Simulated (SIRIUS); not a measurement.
# C (Cmmm) in SIRIUS: reference runs, part 2 of 2

SIRIUS 7.10.0.

## Step 3: Single point, PBE (atoms moved at random, drawn with an rms of 0.05 Å)

Contents of sirius.json:

```json
{
  "control": {
    "processing_unit": "cpu",
    "verbosity": 2,
    "num_bands_to_print": 15,
    "print_forces": true,
    "print_stress": true
  },
  "parameters": {
    "electronic_structure_method": "pseudopotential",
    "xc_functionals": ["XC_GGA_X_PBE", "XC_GGA_C_PBE"],
    "gk_cutoff": 9.1,
    "pw_cutoff": 18.2,
    "ngridk": [10, 10, 11],
    "shiftk": [0, 0, 0],
    "smearing": "fermi_dirac",
    "smearing_width": 0.0018374661,
    "num_bands": 15,
    "num_mag_dims": 0,
    "num_dft_iter": 100,
    "energy_tol": 1e-08,
    "density_tol": 1e-06
  },
  "iterative_solver": {
    "type": "davidson",
    "min_tolerance": 1e-09,
    "tolerance_scale": [0.1, 0.25]
  },
  "mixer": {
    "type": "anderson",
    "beta": 0.7,
    "max_history": 8
  },
  "settings": {
    "tol_ne": 1e-10,
    "pseudo_grid_cutoff": 6.5
  },
  "unit_cell": {
    "lattice_vectors": [
      [2.549183850336, -7.386882729378, 0.0],
      [2.549183850336, 7.386882729378, 0.0],
      [0.0, 0.0, 4.742853524847]
    ],
    "atom_coordinate_units": "lattice",
    "atom_types": ["C"],
    "atom_files": {
      "C": "C.json"
    },
    "atoms": {
      "C": [
        [0.095609, 0.914423, 0.509552],
        [0.922723, 0.10167, 0.501433],
        [0.191702, 0.806797, -0.007601],
        [0.814162, 0.182697, 0.028756]
      ]
    }
  }
}
```

Potentials or basis: PseudoDojo 0.4.1 PBE standard (scalar relativistic).

On the command line:

```
upf_to_json C.upf
OMP_NUM_THREADS=1 sirius.scf --input=sirius.json --output=out.json --task=0
```

The program printed:

```text
[info] SIRIUS version : 7.10.0
[info] number of MPI ranks           : 1
[info] MPI grid                      : 1 1
[info] maximum number of OMP threads : 1
[fft] FFT context for density and potential
[fft] =====================================
[fft]   comm size                             : 1
[fft]   plane wave cutoff                     : 18.2
[fft]   grid size                             : 48 48 30   total : 69120
[fft]   grid limits                           : -23 24   -23 24   -14 15
[fft]   number of G-vectors within the cutoff : 9106
[fft]   local number of G-vectors             : 9106
[fft]   number of G-shells                    : 2566
[fft] FFT context for coarse grid
[fft] =====================================
[fft]   comm size                             : 1
[fft]   plane wave cutoff                     : 18.2
[fft]   grid size                             : 48 48 30   total : 69120
[fft]   grid limits                           : -23 24   -23 24   -14 15
[fft]   number of G-vectors within the cutoff : 9106
[fft]   local number of G-vectors             : 9106
[fft]   number of G-shells                    : 2566
[unit cell] lattice vectors
[unit cell]   a1 :       2.5491838503     -7.3868827294      0.0000000000
[unit cell]   a2 :       2.5491838503      7.3868827294      0.0000000000
[unit cell]   a3 :       0.0000000000      0.0000000000      4.7428535248
[unit cell] reciprocal lattice vectors
[unit cell]   b1 :       1.2323915567     -0.4252934247      0.0000000000
[unit cell]   b2 :       1.2323915567      0.4252934247     -0.0000000000
[unit cell]   b3 :      -0.0000000000      0.0000000000      1.3247689970
[unit cell] unit cell volume :       178.62081678 [a.u.^3]
[unit cell] 1/sqrt(omega)    :         0.07482280
[unit cell] MT volume        :         0.00000000 ( 0.00%)
[unit cell] IT volume        :       178.62081678 (100.00%)
[unit cell] number of atom types : 1
[unit cell] type id : 0 symbol :  C mt_radius :  12.470000 num_atoms : 4
[unit cell] total number of atoms : 4
[unit cell] number of symmetry classes : 4
[unit cell] number of PAW atoms : 0
[unit cell] atom id  type id  class id             position                      vector_field
[unit cell] ------------------------------------------------------------------------------------------
[unit cell]      0        0        0      0.09561   0.91442   0.50955      0.00000   0.00000   0.00000
[unit cell]      1        0        1      0.92272   0.10167   0.50143      0.00000   0.00000   0.00000
[unit cell]      2        0        2      0.19170   0.80680  -0.00760      0.00000   0.00000   0.00000
[unit cell]      3        0        3      0.81416   0.18270   0.02876      0.00000   0.00000   0.00000
[unit cell] atom id         position (Cartesian, a.u.)
[unit cell] ---------------------------------------------
[unit cell]      0       2.574757    6.048483    2.416730
[unit cell]      1       2.611366   -6.065022    2.378223
[unit cell]      2       2.545358    4.543635   -0.036050
[unit cell]      3       2.541177   -4.664558    0.136385
[unit cell] class id : 0 atom id : 0
[unit cell] class id : 1 atom id : 1
[unit cell] class id : 2 atom id : 2
[unit cell] class id : 3 atom id : 3
[unit cell] minimum bond length:     2.644251
[unit cell] total number of pseudo wave-functions: 16
[... 284 lines left out ...]
[find] --------------------------------------------------------------------------------
[find] total charge          : 16.000000
[find] Energy
[find] --------------------------------------------------------------------------------
[find] valence_eval_sum               :       1.15567688
[find] <rho|V^{XC}>                   :      -9.41619915
[find] <rho|E^{XC}>                   :      -8.59054176
[find] <mag|B^{XC}>                   :       0.00000000
[find] <rho|V^{H}>                    :       6.22300704
[find] one-electron contribution      :       4.34886899 (Ha),       8.69773798 (Ry)
[find] hartree contribution           :       3.11150352
[find] xc contribution                :      -8.59054176
[find] ewald contribution             :     -22.88973407
[find] PAW contribution               :       0.00000000
[find] smearing (-TS)                 :      -0.00011738
[find] SCF correction                 :      -0.00000234
[find] Total energy                   :     -24.01990566 (Ha),     -48.03981133 (Ry)
[find] Free energy (E-TS)             :     -24.02002305 (Ha),     -48.04004610 (Ry)
[find] band gap (eV)                  :       0.00000000
[find] Efermi                         :       0.42687246
[find] iteration : 11, RMS : 1.488684942833e-07, energy difference : -9.678302603788e-10
[find] Hartree energy of density residual : 8.719612782259e-13
[find] bands are converged : true
[find] iterative solver converged : true
[find] converged after 12 SCF iterations!
[find] Charges and magnetic moments
[find] --------------------------------------------------------------------------------
[find] total charge          : 16.000000
[find] Energy
[find] --------------------------------------------------------------------------------
[find] valence_eval_sum               :       1.15567688
[find] <rho|V^{XC}>                   :      -9.41619915
[find] <rho|E^{XC}>                   :      -8.59054176
[find] <mag|B^{XC}>                   :       0.00000000
[find] <rho|V^{H}>                    :       6.22300704
[find] one-electron contribution      :       4.34886899 (Ha),       8.69773798 (Ry)
[find] hartree contribution           :       3.11150352
[find] xc contribution                :      -8.59054176
[find] ewald contribution             :     -22.88973407
[find] PAW contribution               :       0.00000000
[find] smearing (-TS)                 :      -0.00011738
[find] SCF correction                 :      -0.00000234
[find] Total energy                   :     -24.01990566 (Ha),     -48.03981133 (Ry)
[find] Free energy (E-TS)             :     -24.02002305 (Ha),     -48.04004610 (Ry)
[find] band gap (eV)                  :       0.00000000
[find] Efermi                         :       0.42687246
[ground_state] === stress tensor components [kbar] ===
[ground_state] === stress_kin ===
[ground_state] -19036.110713   -0.216259   -0.525489
[ground_state]    -0.216259-18115.397652 -134.374111
[ground_state]    -0.525489 -134.374111-18013.273994
[ground_state] === stress_har ===
[ground_state]   821.876991  -17.834485   -2.176901
[ground_state]   -17.834485-2449.889497  186.397596
[ground_state]    -2.176901  186.397596-3497.010645
[ground_state] === stress_ewald ===
[ground_state] 21655.453199  -29.380362  -23.049468
[ground_state]   -29.380362 9353.192772 1294.140901
[ground_state]   -23.049468 1294.140901 6693.518353
[ground_state] === stress_vloc ===
[ground_state] -9094.773401   44.811216   20.169836
[ground_state]    44.811216 5453.357820-1240.600299
[ground_state]    20.169836-1240.600299 8957.398009
[ground_state] === stress_xc ===
[ground_state]  1514.584964    0.042625   -0.118369
[ground_state]     0.042625 1450.319041    6.581304
[ground_state]    -0.118369    6.581304 1444.908912
[ground_state] === stress_core ===
[ground_state]  2625.918620   -0.134164    0.175185
[ground_state]    -0.134164 2663.017616   -6.238846
[ground_state]     0.175185   -6.238846 2666.384534
[ground_state] === stress_nonloc ===
[ground_state]  1518.358406   -0.131462    0.910209
[ground_state]    -0.131462 1692.106614  -18.443982
[ground_state]     0.910209  -18.443982 1689.053692
[ground_state] === stress_us_nl ===
[ground_state]  1518.358406   -0.131462    0.910209
[ground_state]    -0.131462 1692.106614  -18.443982
[ground_state]     0.910209  -18.443982 1689.053692
[ground_state] === stress_total ===
[ground_state]     5.308065   -2.842891   -4.614998
[ground_state]    -2.842891   46.706714   87.462564
[ground_state]    -4.614998   87.462564  -59.021139
[ground_state] ==== total Forces in Ha/bohr =====
[ground_state] atom:    0, force:      -0.0011684      0.0429301     -0.0324600
[ground_state] atom:    1, force:      -0.0099727     -0.0829373      0.0586615
[ground_state] atom:    2, force:       0.0035965      0.0073816      0.0478943
[ground_state] atom:    3, force:       0.0075444      0.0326262     -0.0740963
[ground_state] ==== ultrasoft contribution from Qij =====
[ground_state] atom:    0, force:       0.0000000      0.0000000      0.0000000
[ground_state] atom:    1, force:       0.0000000      0.0000000      0.0000000
[ground_state] atom:    2, force:       0.0000000      0.0000000      0.0000000
[ground_state] atom:    3, force:       0.0000000      0.0000000      0.0000000
[ground_state] ==== non-local contribution from Beta-projector =====
[ground_state] atom:    0, force:       0.0035783     -0.0149859     -0.0137546
[ground_state] atom:    1, force:      -0.0138622     -0.0148251      0.0327932
[ground_state] atom:    2, force:       0.0085539     -0.0137364      0.0371626
[ground_state] atom:    3, force:       0.0148626      0.0438679     -0.0542330
[ground_state] ==== contribution from local potential =====
[ground_state] atom:    0, force:      -0.0079678     -0.1333492      0.0993537
[ground_state] atom:    1, force:      -0.0748406      0.2256116     -0.2187099
[ground_state] atom:    2, force:       0.0190932      0.0880063     -0.0663576
[ground_state] atom:    3, force:       0.0511637     -0.1805223      0.1838505
[ground_state] ==== contribution from core density =====
[ground_state] atom:    0, force:      -0.0001745      0.0026827      0.0016711
[ground_state] atom:    1, force:       0.0000381     -0.0011231     -0.0036240
[ground_state] atom:    2, force:      -0.0001947      0.0038669     -0.0023764
[ground_state] atom:    3, force:      -0.0002504     -0.0054933      0.0042239
[ground_state] ==== Ewald forces from ions =====
[ground_state] atom:    0, force:       0.0033955      0.1885830     -0.1197302
[ground_state] atom:    1, force:       0.0786920     -0.2926010      0.2482022
[ground_state] atom:    2, force:      -0.0238560     -0.0707554      0.0794657
[ground_state] atom:    3, force:      -0.0582315      0.1747734     -0.2079377
[~DFT_ground_state] local op. applied: 246975
[~DFT_ground_state] evp. work count: 69700.7
[~DFT_ground_state] number of iterative solver steps: 23451
```

Wall time 6.7 min (1 thread of Arm Neoverse V1, shared host); peak memory 1.7 GiB.

Results:

- Free energy: -653.6181 eV
- Pressure: 0.2 GPa
- Largest force: 5.249 eV/Å
- Band gap on the k mesh: none (metal or under the smearing width)

Forces in eV/Å, atoms in the order of the input:
```
C   -0.060  2.208 -1.669
C   -0.513 -4.265  3.016
C    0.185  0.380  2.463
C    0.388  1.678 -3.810
```
